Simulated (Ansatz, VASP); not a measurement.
GaAs: VASP beside Ansatz

```
CELL_PARAMETERS angstrom
0.00000 2.87500 2.87500
2.87500 0.00000 2.87500
2.87500 2.87500 0.00000
ATOMIC_POSITIONS crystal
Ga 0.00000 0.00000 0.00000
As 0.25000 0.25000 0.25000
```

Alike in both runs: task single point; functional PBE; k mesh 6 × 6 × 6; occupations fermi-dirac, width 0.02 eV; non-collinear spin, spin-orbit coupling.

```csv
,VASP,Ansatz
version,VASP 6.6.1,Ansatz 0.2.0 development build
potentials or method,"VASP PAW PBE potentials, release 64 (Ga_d, As)","plane waves, PAW datasets (hand-made set)"
plane-wave cutoff (eV),520,1020
valence electrons in the cell,18,36
```

|  | VASP | Ansatz | Ansatz less VASP |
| --- | --- | --- | --- |
| gap on the k mesh at the Fermi level (eV) | 0.04 | 0.04 | +0.001 |
| net moment per atom (μB) | 0.00 | 0.00 | 0.000 |

The functional is the same, so the differences come from potentials, cutoffs and numerics. The two sets of potentials don't hold the same shells in valence.
